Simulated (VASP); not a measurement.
Set up this calculation in VASP 6.6.1, as the native input.

- Task: relaxation of cell and atoms
- Functional: RPBE
- Dispersion: D3(BJ)
- Potentials or basis: VASP PAW PBE potentials, release 64 (Os)
- Cutoff: 600 eV
- k mesh: 11 × 11 × 6
- Occupations: fermi-dirac, width 0.05 eV
- Spin: no spin polarisation
- Further INCAR settings: ALGO = Normal; EDIFF = 1e-07; IBRION = 2; EDIFFG = -0.02; NSW = 40; ISIF = 3

The structure of Os lies in POSCAR:

```
Os
1.0
    2.7341000000      0.0000000000      0.0000000000
   -1.3670500000      2.3678000565      0.0000000000
    0.0000000000      0.0000000000      4.3197000000
Os
2
Direct
    0.6666666667      0.3333333333      0.7500000000
    0.3333333333      0.6666666667      0.2500000000
```

These files were run (other wordings do the same):

INCAR

```
SYSTEM = Os
PREC = Accurate
ENCUT = 600
EDIFF = 1E-7
ISMEAR = -1
SIGMA = 0.05
LREAL = .FALSE.
LASPH = .TRUE.
NELM = 100
ALGO = Normal
ISIF = 3
LWAVE = .FALSE.
LCHARG = .FALSE.
GGA = RP
IVDW = 12
IBRION = 2
NSW = 40
EDIFFG = -0.02
```

KPOINTS

```
Automatic mesh
0
G
  11 11 6
  0 0 0
```

Potentials or basis: VASP PAW PBE potentials, release 64 (Os).

Run with:

```bash
$ cat potpaw_PBE.64/Os/POTCAR > POTCAR
$ mpirun -np 1 vasp_std > vasp.out
```

It gave:

| Quantity | Value |
| --- | --- |
| Relaxed volume | 13.00 Å³/atom |
| Relaxed cell | a = 2.664 Å, b = 2.664 Å, c = 4.230 Å, α = 90.00°, β = 90.00°, γ = 120.00° |
| Space group after relaxing (to 0.05 Å) | P6_3/mmc (No. 194) |
| Energy gained by relaxing | 108.5 meV/atom |
| Ionic steps | 10 |
| Pressure after relaxing | 0.0 GPa |
| Band gap on the k mesh | none (metal or under the smearing width) |
| Dispersion energy per atom | -4.405 eV |

Caveat: the PAW data sets were made with another functional, which shifts forces and pressure a little; pairwise dispersion overbinds metals, which lowers pressure and volume.

Wall time 89 s on 1 thread of AMD EPYC 9R45 (Zen 5) (shared host), peak memory 0.16 GiB.
